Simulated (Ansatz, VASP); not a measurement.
**MoS2 in VASP and in Ansatz**

POSCAR

```
MoS2
1.0
    3.1690000000      0.0000000000      0.0000000000
   -1.5845000000      2.7444345046      0.0000000000
    0.0000000000      0.0000000000     12.3240000000
Mo S
2 4
Direct
    0.3333333333      0.6666666667      0.2500000000
    0.6666666667      0.3333333333      0.7500000000
    0.3333333333      0.6666666667      0.6230000000
    0.6666666667      0.3333333333      0.1230000000
    0.3333333333      0.6666666667      0.8770000000
    0.6666666667      0.3333333333      0.3770000000
```

File INCAR.step1:

```
ALGO     = Normal         # electronic algorithm
EDIFF    = 1E-4           # SCF threshold, eV
ENCUT    = 520            # plane-wave cutoff, eV
GGA      = PE             # functional
ISMEAR   = 0              # smearing method
LASPH    = True           # aspherical terms in the spheres
LCHARG   = False          # write CHGCAR
LREAL    = False          # projectors in reciprocal space
LWAVE    = True           # write WAVECAR
NBANDS   = 35             # bands
NELM     = 100            # most SCF steps
PREC     = Accurate       # precision mode
SIGMA    = 0.1            # smearing width, eV
```

The input INCAR.step2:

```
ALGO     = Normal         # electronic algorithm
EDIFF    = 1E-7           # SCF threshold, eV
ENCUT    = 520            # plane-wave cutoff, eV
ISIF     = 2              # what is computed and relaxed
ISMEAR   = 0              # smearing method
ISTART   = 1            
LASPH    = True           # aspherical terms in the spheres
LCHARG   = False          # write CHGCAR
LMIXTAU  = True         
LREAL    = False          # projectors in reciprocal space
LWAVE    = False          # write WAVECAR
METAGGA  = R2SCAN         # meta-GGA
NBANDS   = 35             # bands
NELM     = 100            # most SCF steps
PREC     = Accurate       # precision mode
SIGMA    = 0.1            # smearing width, eV
```

KPOINTS

```
k-points
0
Gamma
  6 6 2
```

Input for Ansatz:

```yaml
crystal:
  lattice:
    - [3.169, 0.0, 0.0]
    - [-1.5845, 2.7444345046, 0.0]
    - [0.0, 0.0, 12.324]
  atoms:
    - { symbol: Mo, position: [0.3333333333, 0.6666666667, 0.25] }
    - { symbol: Mo, position: [0.6666666667, 0.3333333333, 0.75] }
    - { symbol: S, position: [0.3333333333, 0.6666666667, 0.623] }
    - { symbol: S, position: [0.6666666667, 0.3333333333, 0.123] }
    - { symbol: S, position: [0.3333333333, 0.6666666667, 0.877] }
    - { symbol: S, position: [0.6666666667, 0.3333333333, 0.377] }
basis:
  ecutwfc: 500
kpoints:
  mp_grid: { grid: [6, 6, 2] }
hamiltonian:
  xc: r2scan
scf:
  occupations: { method: gaussian, width: 0.1 }
output:
  forces: true
  stress: true
  eigenvalues: true
```

Alike in both runs: task single point; functional r2SCAN; k mesh 6 × 6 × 2; occupations gaussian, width 0.1 eV; no spin polarisation.

|  | VASP | Ansatz |
| --- | --- | --- |
| version | VASP 6.6.1 | Ansatz 0.2.0 |
| potentials or method | VASP PAW PBE potentials, release 64 (Mo_sv, S) | scalar-relativistic, plane waves, PAW |
| plane-wave cutoff (eV) | 520 | 500 |
| valence electrons in the cell | 52 | 52 |

|  | VASP | Ansatz | Ansatz less VASP |
| --- | --- | --- | --- |
| gap on the k mesh at the Fermi level (eV) | 1.00 | 0.99 | -0.012 |
| least direct gap on the mesh (eV) | 1.77 | 1.76 | -0.008 |
| pressure (GPa) | 0.8 | 0.8 | -0.05 |
| largest component of the traceless stress (GPa) | 0.84 | 0.78 | -0.056 |
| rms of the force components (eV/Å) | 0.111 | 0.113 | +0.0020 |

Atom by atom the forces differ by 0.002 eV/Å (rms over components). The functional is the same, so the differences come from potentials, cutoffs and numerics.

Caveats: the PAW data sets were made with another functional, which shifts forces and pressure a little (VASP). A k mesh can miss the band edges. r2SCAN opens gaps a little over a GGA but as a rule still falls short of measured ones.
